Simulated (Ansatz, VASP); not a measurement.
**One calculation of Si, two programs**

The input INCAR:

```
  PREC = Accurate
  ENCUT = 520
  EDIFF = 1E-6
  ISMEAR = 0
  SIGMA = 0.05
  LREAL = False
  LASPH = True
  NELM = 60
  ALGO = Normal
  ISIF = 2
  LWAVE = False
  LCHARG = False
  GGA = PE
  IVDW = 13
  NBANDS = 8
```

KPOINTS

```
Automatic mesh
0
Gamma
  11 11 11
```

POSCAR

```
Si
1.0
   -1.6269000000      1.6269000000      1.3203000000
    1.6269000000     -1.6269000000      1.3203000000
    1.6269000000      1.6269000000     -1.3203000000
Si
1
Direct
    0.0000000000      0.0000000000      0.0000000000
```

Input for Ansatz:

```yaml
crystal:
  lattice:
    - [-1.6269, 1.6269, 1.3203]
    - [1.6269, -1.6269, 1.3203]
    - [1.6269, 1.6269, -1.3203]
  atoms:
    - { symbol: Si, position: [0.0, 0.0, 0.0] }
basis:
  ecutwfc: 500.0
kpoints:
  mp_grid:
    grid: [11, 11, 11]
hamiltonian:
  xc: pbe
  dispersion: d4
  pseudopotentials:
    kind: paw
scf:
  convergence:
    dr2_threshold: 1.0e-07
  occupations:
    method: gaussian
    width: 0.05
output:
  stress: true
```

This isn't the form of Si at room conditions, which is diamond.

Alike in both runs: task single point; functional PBE; dispersion D4; k mesh 11 × 11 × 11; occupations gaussian, width 0.05 eV; no spin polarisation.

|  | VASP | Ansatz |
| --- | --- | --- |
| version | VASP 6.6.1 | Ansatz 0.2.0 |
| potentials or method | VASP PAW PBE potentials, release 64 (Si) | plane waves, PAW |
| plane-wave cutoff (eV) | 520 | 500 |
| valence electrons in the cell | 4 | 4 |

```csv
,VASP,Ansatz,Ansatz less VASP
pressure (GPa),-1.5,-1.5,+0.05
largest component of the traceless stress (GPa),0.18,0.19,+0.008
dispersion energy (meV/atom),-456.4,-456.5,-0.10
```

The functional is the same, so the differences come from potentials, cutoffs and numerics. Ansatz warned: «stress_scf_threshold_loose».

Caveats: pairwise dispersion overbinds metals, which lowers pressure and volume.
